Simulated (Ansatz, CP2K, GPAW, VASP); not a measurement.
**Sc: programs and potentials compared**

```
Sc
1.0
     3.30900    0.00000    0.00000
    -1.65450    2.86568    0.00000
     0.00000    0.00000    5.27330
Sc
2
Cartesian
  1.6545 0.9552 3.9550
  0.0000 1.9105 1.3183
```

Alike in all runs: task single point; functional PBEsol; k mesh 9 × 9 × 5; occupations gaussian, width 0.02 eV; no spin polarisation; no spin-orbit coupling. Pressure is positive in compression and, in plane waves, holds the error of the finite cutoff.

```tsv
program and potentials	plane-wave cutoff (eV)	notes	pressure (GPa)
CP2K, POTENTIAL_UZH Sc GTH-PBE-q11; TZVP-MOLOPT-PBE-GTH basis	-	atomic basis; potentials made for PBE	-2.86
VASP, PBE PAW files Sc_sv_GW, 550 eV	550	potentials made for PBE	-2.28
GPAW, PAW data sets generated for this functional	600	-	-2.83
Ansatz, all-electron LAPW, scalar-relativistic	-	-	-2.83
```

The pressure spans -2.86 (CP2K, POTENTIAL_UZH Sc GTH-PBE-q11; TZVP-MOLOPT-PBE-GTH basis) to -2.28 GPa (VASP, PBE PAW files Sc_sv_GW, 550 eV), with all-electron results at -2.83. Rows in atomic bases carry the error of their basis and grid, which can be large.

The functional is the same throughout but for its coding, so the spread measures potentials, basis and numerics; runs on potential files found faulty are left out.
